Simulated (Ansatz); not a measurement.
# K: changing the dispersion correction

The cell as given:

The structure is cubic, space group Im-3m (No. 229). The conventional cell has a = 5.395 Å, b = 5.395 Å, c = 5.395 Å, α = 90.00°, β = 90.00°, γ = 90.00°.

Kept alike: task relaxation of cell and atoms; functional PBE; k mesh 7 × 7 × 7; occupations fermi-dirac, width 0.05 eV; no spin polarisation. Program: Ansatz, Ansatz PAW, cutoff 420 eV. The mesh is that of the run's cell of 1 atom. No spin-orbit coupling.

```csv
dispersion correction,volume (Å³/atom)
D3(BJ),69.014
D3(BJ)-ATM,69.213
D4,70.053
none,73.250
```

The relaxations keep at least the cell's symmetry (Im-3m). For a metal such a mesh leaves the last digits unconverged. Relaxations stop with a little pressure left, so the last digits of a volume or edge aren't settled.

The volume runs from 69.014 (D3(BJ)) to 73.250 Å³/atom (none). Against no correction: D3(BJ) -5.8 %; D3(BJ)-ATM -5.5 %; D4 -4.4 %. Dispersion terms mostly attract and so lower the volume; the schemes' coefficients and damping set how far.
